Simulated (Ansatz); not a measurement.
KBr, CsCl type, relaxed with r2SCAN: it is cubic, Pm-3m (No. 221); a = 3.976 Å in the conventional setting, 31.44 Å³ an atom. K has 8 Br at 3.44 Å; Br has 8 K at 3.44 Å. One-shot G0W0@r2SCAN in the PAW code Ansatz on a 4×4×4 mesh (contour deformation, no spin-orbit coupling), from an r2SCAN gap of 4.764 eV over the mesh points (the G0W0 gap is indirect on the mesh); the number N of bands summed and the screening cutoff rise together. The calculation is spin-unpolarised, and the structure need not be a phase that has been made.

| N | cutoff (eV) | 1000/N | G0W0 gap (eV) |
| --- | --- | --- | --- |
| 110 | 80 | 9.091 | 6.511 |
| 244 | 140 | 4.098 | 6.723 |

Lay a straight line in 1000/N through these rows.
The slope is -0.0425 eV per unit of 1000/N and the intercept 6.897 eV.

Predict the gap at N = 442 (210 eV).
6.897 + (-0.0425) × 2.262 = 6.801 eV; the run gives 6.801 eV, 0.000 eV from the line.

With that run's result added, what limit do the last two rows suggest?
Their slope is (6.801 − 6.723)/(2.262 − 4.098) = -0.0425, which meets 1/N = 0 at 6.90 eV, against 6.897 eV from the first line. The two lines nearly agree; the k mesh isn't extrapolated.

Spin-orbit coupling is left out.
